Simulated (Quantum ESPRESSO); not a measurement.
# Al (P6/mmm) in Quantum ESPRESSO: further runs, part 2 of 4

Quantum ESPRESSO 7.5. The steps go on from the part before.

## (3) Wannier functions, LDA

pw.in reads:

```
&CONTROL
  calculation = 'scf'
  prefix = 'pwscf'
  outdir = './tmp'
  pseudo_dir = './pseudo'
  tprnfor = .true.
  tstress = .true.
  disk_io = 'low'
/
&SYSTEM
  ibrav = 0
  celldm(1) = 8
  nat = 2
  ntyp = 1
  ecutwfc = 44
  nbnd = 8
  occupations = 'smearing'
  smearing = 'fd'
  degauss = 0.00367493
/
&ELECTRONS
  conv_thr = 4d-10
  electron_maxstep = 120
  mixing_beta = 0.5
/
ATOMIC_SPECIES
Al    26.9815 Al.upf
CELL_PARAMETERS alat
  1.0740093078275   0.0000000000000   0.0000000000000
 -0.5370058349926   0.9301184742255   0.0000000000000
  0.0000000000000   0.0000000000000   0.6505216832988
ATOMIC_POSITIONS crystal
Al     0.3333300000    0.6666700000    0.5000000000
Al     0.6666700000    0.3333300000    0.5000000000
K_POINTS automatic
6 6 8 0 0 0
```

nscf.in is that of step 2.

pw2wan.in reads:

```
&INPUTPP
  prefix = 'pwscf'
  outdir = './tmp'
  seedname = 'w'
  write_mmn = .true.
  write_amn = .true.
/
```

bands.in is that of step 2.

Changes to w.win since step 2:

```diff
@@ -3,3 +3,3 @@
 guiding_centres = true
-dis_froz_max = 6.67
+dis_froz_max = 4.67
 dis_num_iter = 600
@@ -7,3 +7,3 @@
 dis_conv_tol = 1.0d-9
-num_iter = 1200
+num_iter = 0
 search_shells = 100
```

Potentials or basis: PseudoDojo 0.4.1 SR LDA standard.

Command:

```console
OMP_NUM_THREADS=1 pw.x -in pw.in > pw.out
OMP_NUM_THREADS=1 pw.x -in nscf.in > nscf.out
wannier90.x -pp w
OMP_NUM_THREADS=1 pw2wannier90.x -in pw2wan.in > pw2wan.out
wannier90.x w
OMP_NUM_THREADS=1 pw.x -in bands.in > bands.out
```

pw.out:

```text
This program is part of the open-source Quantum ESPRESSO suite
     for quantum simulation of materials; please cite
[... 9 lines left out ...]
     --------------------
     sticks:   dense  smooth     PW     G-vecs:    dense   smooth      PW
     Sum         889     889    295                13053    13053    2419

     Using Slab Decomposition

     bravais-lattice index     =            0
     lattice parameter (alat)  =       8.0000  a.u.
     unit-cell volume          =     332.7193 (a.u.)^3
     number of atoms/cell      =            2
     number of atomic types    =            1
     number of electrons       =         6.00
     number of Kohn-Sham states=            8
     kinetic-energy cutoff     =      44.0000  Ry
     charge density cutoff     =     176.0000  Ry
     scf convergence threshold =      4.0E-10
     mixing beta               =       0.5000
     number of iterations used =            8  plain     mixing
     Exchange-correlation= SLA  PW   NOGX NOGC
                           (   1   4   0   0   0   0   0)

     celldm(1)=   8.000000  celldm(2)=   0.000000  celldm(3)=   0.000000
     celldm(4)=   0.000000  celldm(5)=   0.000000  celldm(6)=   0.000000

     crystal axes: (cart. coord. in units of alat)
               a(1) = (   1.074009   0.000000   0.000000 )
               a(2) = (  -0.537006   0.930118   0.000000 )
               a(3) = (   0.000000   0.000000   0.650522 )

     reciprocal axes: (cart. coord. in units 2 pi/alat)
               b(1) = (  0.931091  0.537567 -0.000000 )
               b(2) = (  0.000000  1.075132  0.000000 )
               b(3) = (  0.000000 -0.000000  1.537228 )

     PseudoPot. # 1 for Al read from file:
     Al.upf
     Pseudo is Norm-conserving + core correction, Zval =  3.0
     Generated using ONCVPSP code by D. R. Hamann
     Using radial grid of 1854 points,  6 beta functions with:
                l(1) =   0
                l(2) =   0
                l(3) =   1
                l(4) =   1
                l(5) =   2
                l(6) =   2

     atomic species   valence    mass     pseudopotential
     Al                3.00    26.98150     Al( 1.00)

      4 Sym. Ops., with inversion, found

   Cartesian axes

     site n.     atom                  positions (alat units)
         1        Al     tau(   1) = (  -0.0000062   0.6200821   0.3252608  )
         2        Al     tau(   2) = (   0.5370096   0.3100364   0.3252608  )

     number of k points=   100  Fermi-Dirac smearing, width (Ry)=  0.0037

     Number of k-points >= 100: set verbosity='high' to print them.

     Dense  grid:    13053 G-vectors     FFT dimensions: (  40,  40,  24)

     Initial potential from superposition of free atoms

     starting charge       5.9956, renormalised to       6.0000
     Starting wfcs are    8 randomized atomic wfcs

     Self-consistent Calculation

     iteration #  1     ecut=    44.00 Ry     beta= 0.50
     Davidson diagonalization with overlap
     ethr =  1.00E-02,  avg # of iterations =  5.7

     Threshold (ethr) on eigenvalues was too large:
     Diagonalizing with lowered threshold

     Davidson diagonalization with overlap
     c_bands:  1 eigenvalues not converged
     ethr =  2.38E-04,  avg # of iterations =  5.4

     total energy              =      -9.37019296 Ry
     estimated scf accuracy    <       0.01498924 Ry

     iteration #  2     ecut=    44.00 Ry     beta= 0.50
     Davidson diagonalization with overlap
     ethr =  2.50E-04,  avg # of iterations =  1.1

     total energy              =      -9.36976390 Ry
     estimated scf accuracy    <       0.00307237 Ry

     iteration #  3     ecut=    44.00 Ry     beta= 0.50
     Davidson diagonalization with overlap
     ethr =  5.12E-05,  avg # of iterations =  2.5

     total energy              =      -9.36985901 Ry
     estimated scf accuracy    <       0.00002429 Ry

     iteration #  4     ecut=    44.00 Ry     beta= 0.50
     Davidson diagonalization with overlap
     ethr =  4.05E-07,  avg # of iterations =  5.8

     total energy              =      -9.36986691 Ry
     estimated scf accuracy    <       0.00000028 Ry

     iteration #  5     ecut=    44.00 Ry     beta= 0.50
     Davidson diagonalization with overlap
     ethr =  4.73E-09,  avg # of iterations =  3.1

     total energy              =      -9.36986711 Ry
     estimated scf accuracy    <       0.00000002 Ry

     iteration #  6     ecut=    44.00 Ry     beta= 0.50
     Davidson diagonalization with overlap
     ethr =  3.14E-10,  avg # of iterations =  2.1

     total energy              =      -9.36986711 Ry
     estimated scf accuracy    <          8.1E-10 Ry

     iteration #  7     ecut=    44.00 Ry     beta= 0.50
     Davidson diagonalization with overlap
     ethr =  1.35E-11,  avg # of iterations =  2.8

     End of self-consistent calculation

     Number of k-points >= 100: set verbosity='high' to print the bands.

     the Fermi energy is     3.6651 ev

!    total energy              =      -9.36986711 Ry
     estimated scf accuracy    <          1.5E-10 Ry
     smearing contrib. (-TS)   =      -0.00060545 Ry
     internal energy E=F+TS    =      -9.36926166 Ry

     The total energy is F=E-TS. E is the sum of the following terms:
     one-electron contribution =       3.24232836 Ry
     hartree contribution      =       0.44365406 Ry
     xc contribution           =      -4.23872091 Ry
     ewald contribution        =      -8.81652318 Ry

     convergence has been achieved in   7 iterations

     Forces acting on atoms (cartesian axes, Ry/au):

     atom    1 type  1   force =     0.00000983   -0.00000561    0.00000000
     atom    2 type  1   force =    -0.00000983    0.00000561    0.00000000

     Total force =     0.000016     Total SCF correction =     0.000001

     Computing stress (Cartesian axis) and pressure

          total   stress  (Ry/bohr**3)                   (kbar)     P=      -21.38
  -0.00014403   0.00000006   0.00000000          -21.19        0.01        0.00
   0.00000006  -0.00014397   0.00000000            0.01      -21.18        0.00
   0.00000000   0.00000000  -0.00014797            0.00        0.00      -21.77

=------------------------------------------------------------------------------=
   JOB DONE.
=------------------------------------------------------------------------------=
```

It took 2.1 min on 1 thread of Intel Xeon Platinum 8259CL at 2.50GHz (Skylake/Cascade Lake), shared host; peak memory 0.09 GiB.

Results:

| Property | Result |
| --- | --- |
| Free energy | -127.4835 eV |
| Pressure | -2.1 GPa |
| Band gap on the k mesh | none (metal or under the smearing width) |
| Total Wannier spread | 17.99 Å² over 8 functions |
| RMS miss of the Wannier bands | 0.059 eV |

Levels at the corners of the path, in eV from the Fermi level:
```
point  band 1  band 2  band 3  band 4  band 5  band 6
    Γ   -8.73   -0.78   -0.78   -0.60    2.28    2.28
    M   -7.15   -5.79   -1.85    0.12    6.92    7.36
    K   -6.39   -6.39   -3.27    4.02    4.02    4.42
    Γ   -8.73   -0.78   -0.78   -0.60    2.28    2.28
    A   -4.45   -3.47    2.39    2.39    2.67    5.50
    L   -2.83   -2.08   -1.61   -0.73    1.46    4.31
    H   -2.07   -2.07   -1.38   -1.37    0.26    2.78
    A   -4.45   -3.47    2.39    2.39    2.67    5.50
    L   -2.83   -2.08   -1.61   -0.73    1.46    4.31
    M   -7.15   -5.79   -1.85    0.12    6.92    7.36
    K   -6.39   -6.39   -3.27    4.02    4.02    4.42
    H   -2.07   -2.07   -1.38   -1.37    0.26    2.78
```

Wannier functions:
| function | nearest atom | distance (Å) | spread (Å²) | on-site energy from the reference level (eV) |
| --- | --- | --- | --- | --- |
| 1 | 1 Al | 0.00 | 1.87 | -1.19 |
| 2 | 1 Al | 0.00 | 2.37 | 3.91 |
| 3 | 1 Al | 0.23 | 2.38 | 3.49 |
| 4 | 1 Al | 0.24 | 2.38 | 3.49 |
| 5 | 2 Al | 0.00 | 1.87 | -1.19 |
| 6 | 2 Al | 0.00 | 2.37 | 3.91 |
| 7 | 2 Al | 0.23 | 2.38 | 3.49 |
| 8 | 2 Al | 0.24 | 2.38 | 3.49 |

Parts of the spread (Å²): invariant 11.65, diagonal 0.035, off-diagonal 6.31, total 17.99. Against the direct bands the interpolation misses by 59 meV (root mean square) and 209 meV at most, for states up to 1 eV over the reference level.

## (4) Wannier functions, LDA

pw.in is that of step 3.

nscf.in is that of step 3.

pw2wan.in, as its differences from that of step 3:

```diff
@@ -6,2 +6,6 @@
   write_amn = .true.
+  scdm_proj = .true.
+  scdm_entanglement = 'erfc'
+  scdm_mu = 6.67
+  scdm_sigma = 2
 /
```

bands.in is that of step 3.

Changes to w.win since step 3:

```diff
@@ -2,8 +2,5 @@
 num_bands = 16
-guiding_centres = true
-dis_froz_max = 4.67
-dis_num_iter = 600
-dis_mix_ratio = 0.5
-dis_conv_tol = 1.0d-9
-num_iter = 0
+auto_projections = true
+dis_num_iter = 0
+num_iter = 1200
 search_shells = 100
@@ -17,5 +14,2 @@
 mp_grid = 4 4 6
-begin projections
-Al: s;p
-end projections
 begin unit_cell_cart
```

Potentials or basis: PseudoDojo 0.4.1 SR LDA standard.

Command:

```console
OMP_NUM_THREADS=1 pw.x -in pw.in > pw.out
OMP_NUM_THREADS=1 pw.x -in nscf.in > nscf.out
wannier90.x -pp w
OMP_NUM_THREADS=1 pw2wannier90.x -in pw2wan.in > pw2wan.out
wannier90.x w
OMP_NUM_THREADS=1 pw.x -in bands.in > bands.out
```

pw.out:

```text
This program is part of the open-source Quantum ESPRESSO suite
     for quantum simulation of materials; please cite
[... 9 lines left out ...]
     --------------------
     sticks:   dense  smooth     PW     G-vecs:    dense   smooth      PW
     Sum         889     889    295                13053    13053    2419

     Using Slab Decomposition

     bravais-lattice index     =            0
     lattice parameter (alat)  =       8.0000  a.u.
     unit-cell volume          =     332.7193 (a.u.)^3
     number of atoms/cell      =            2
     number of atomic types    =            1
     number of electrons       =         6.00
     number of Kohn-Sham states=            8
     kinetic-energy cutoff     =      44.0000  Ry
     charge density cutoff     =     176.0000  Ry
     scf convergence threshold =      4.0E-10
     mixing beta               =       0.5000
     number of iterations used =            8  plain     mixing
     Exchange-correlation= SLA  PW   NOGX NOGC
                           (   1   4   0   0   0   0   0)

     celldm(1)=   8.000000  celldm(2)=   0.000000  celldm(3)=   0.000000
     celldm(4)=   0.000000  celldm(5)=   0.000000  celldm(6)=   0.000000

     crystal axes: (cart. coord. in units of alat)
               a(1) = (   1.074009   0.000000   0.000000 )
               a(2) = (  -0.537006   0.930118   0.000000 )
               a(3) = (   0.000000   0.000000   0.650522 )

     reciprocal axes: (cart. coord. in units 2 pi/alat)
               b(1) = (  0.931091  0.537567 -0.000000 )
               b(2) = (  0.000000  1.075132  0.000000 )
               b(3) = (  0.000000 -0.000000  1.537228 )

     PseudoPot. # 1 for Al read from file:
     Al.upf
     Pseudo is Norm-conserving + core correction, Zval =  3.0
     Generated using ONCVPSP code by D. R. Hamann
     Using radial grid of 1854 points,  6 beta functions with:
                l(1) =   0
                l(2) =   0
                l(3) =   1
                l(4) =   1
                l(5) =   2
                l(6) =   2

     atomic species   valence    mass     pseudopotential
     Al                3.00    26.98150     Al( 1.00)

      4 Sym. Ops., with inversion, found

   Cartesian axes

     site n.     atom                  positions (alat units)
         1        Al     tau(   1) = (  -0.0000062   0.6200821   0.3252608  )
         2        Al     tau(   2) = (   0.5370096   0.3100364   0.3252608  )

     number of k points=   100  Fermi-Dirac smearing, width (Ry)=  0.0037

     Number of k-points >= 100: set verbosity='high' to print them.

     Dense  grid:    13053 G-vectors     FFT dimensions: (  40,  40,  24)

     Initial potential from superposition of free atoms

     starting charge       5.9956, renormalised to       6.0000
     Starting wfcs are    8 randomized atomic wfcs

     Self-consistent Calculation

     iteration #  1     ecut=    44.00 Ry     beta= 0.50
     Davidson diagonalization with overlap
     ethr =  1.00E-02,  avg # of iterations =  5.7

     Threshold (ethr) on eigenvalues was too large:
     Diagonalizing with lowered threshold

     Davidson diagonalization with overlap
     c_bands:  1 eigenvalues not converged
     ethr =  2.38E-04,  avg # of iterations =  5.4

     total energy              =      -9.37019296 Ry
     estimated scf accuracy    <       0.01498924 Ry

     iteration #  2     ecut=    44.00 Ry     beta= 0.50
     Davidson diagonalization with overlap
     ethr =  2.50E-04,  avg # of iterations =  1.1

     total energy              =      -9.36976390 Ry
     estimated scf accuracy    <       0.00307237 Ry

     iteration #  3     ecut=    44.00 Ry     beta= 0.50
     Davidson diagonalization with overlap
     ethr =  5.12E-05,  avg # of iterations =  2.5

     total energy              =      -9.36985901 Ry
     estimated scf accuracy    <       0.00002429 Ry

     iteration #  4     ecut=    44.00 Ry     beta= 0.50
     Davidson diagonalization with overlap
     ethr =  4.05E-07,  avg # of iterations =  5.8

     total energy              =      -9.36986691 Ry
     estimated scf accuracy    <       0.00000028 Ry

     iteration #  5     ecut=    44.00 Ry     beta= 0.50
     Davidson diagonalization with overlap
     ethr =  4.73E-09,  avg # of iterations =  3.1

     total energy              =      -9.36986711 Ry
     estimated scf accuracy    <       0.00000002 Ry

     iteration #  6     ecut=    44.00 Ry     beta= 0.50
     Davidson diagonalization with overlap
     ethr =  3.14E-10,  avg # of iterations =  2.1

     total energy              =      -9.36986711 Ry
     estimated scf accuracy    <          8.1E-10 Ry

     iteration #  7     ecut=    44.00 Ry     beta= 0.50
     Davidson diagonalization with overlap
     ethr =  1.35E-11,  avg # of iterations =  2.8

     End of self-consistent calculation

     Number of k-points >= 100: set verbosity='high' to print the bands.

     the Fermi energy is     3.6651 ev

!    total energy              =      -9.36986711 Ry
     estimated scf accuracy    <          1.5E-10 Ry
     smearing contrib. (-TS)   =      -0.00060545 Ry
     internal energy E=F+TS    =      -9.36926166 Ry

     The total energy is F=E-TS. E is the sum of the following terms:
     one-electron contribution =       3.24232836 Ry
     hartree contribution      =       0.44365406 Ry
     xc contribution           =      -4.23872091 Ry
     ewald contribution        =      -8.81652318 Ry

     convergence has been achieved in   7 iterations

     Forces acting on atoms (cartesian axes, Ry/au):

     atom    1 type  1   force =     0.00000983   -0.00000561    0.00000000
     atom    2 type  1   force =    -0.00000983    0.00000561    0.00000000

     Total force =     0.000016     Total SCF correction =     0.000001

     Computing stress (Cartesian axis) and pressure

          total   stress  (Ry/bohr**3)                   (kbar)     P=      -21.38
  -0.00014403   0.00000006   0.00000000          -21.19        0.01        0.00
   0.00000006  -0.00014397   0.00000000            0.01      -21.18        0.00
   0.00000000   0.00000000  -0.00014797            0.00        0.00      -21.77

=------------------------------------------------------------------------------=
   JOB DONE.
=------------------------------------------------------------------------------=
```

It took 2.1 min on 1 thread of Intel Xeon Platinum 8259CL at 2.50GHz (Skylake/Cascade Lake), shared host; peak memory 0.09 GiB.

Results:

| Item | Value |
| --- | --- |
| Free energy | -127.4835 eV |
| Pressure | -2.1 GPa |
| Band gap on the k mesh | none (metal or under the smearing width) |
| Total Wannier spread | 41.12 Å² over 8 functions |
| RMS miss of the Wannier bands | 0.398 eV |

Levels at the corners of the path, in eV from the Fermi level:
```csv
point,band 1,band 2,band 3,band 4,band 5,band 6,band 7
Γ,-8.73,-0.78,-0.78,-0.60,2.28,2.28,5.39
M,-7.15,-5.79,-1.85,0.12,6.92,7.36,7.48
K,-6.39,-6.39,-3.27,4.02,4.02,4.42,10.41
Γ,-8.73,-0.78,-0.78,-0.60,2.28,2.28,5.39
A,-4.45,-3.47,2.39,2.39,2.67,5.50,5.50
L,-2.83,-2.08,-1.61,-0.73,1.46,4.31,4.64
H,-2.07,-2.07,-1.38,-1.37,0.26,2.78,7.71
A,-4.45,-3.47,2.39,2.39,2.67,5.50,5.50
L,-2.83,-2.08,-1.61,-0.73,1.46,4.31,4.64
M,-7.15,-5.79,-1.85,0.12,6.92,7.36,7.48
K,-6.39,-6.39,-3.27,4.02,4.02,4.42,10.41
H,-2.07,-2.07,-1.38,-1.37,0.26,2.78,7.71
```

Wannier functions:
```csv
function,nearest atom,distance (Å),spread (Å²),on-site energy from the reference level (eV)
1,2 Al,1.16,2.40,-0.87
2,2 Al,0.83,3.17,-1.03
3,2 Al,1.17,2.52,-0.74
4,1 Al,0.97,6.30,2.58
5,1 Al,0.97,6.42,3.43
6,1 Al,0.91,6.21,3.50
7,1 Al,1.23,6.47,3.14
8,1 Al,0.80,7.63,3.27
```

Parts of the spread (Å²): invariant 22.23, diagonal 1.474, off-diagonal 17.42, total 41.12. Against the direct bands the interpolation misses by 398 meV (root mean square) and 2057 meV at most, for states up to 1 eV over the reference level.

(Continued in part 3 of 4.)
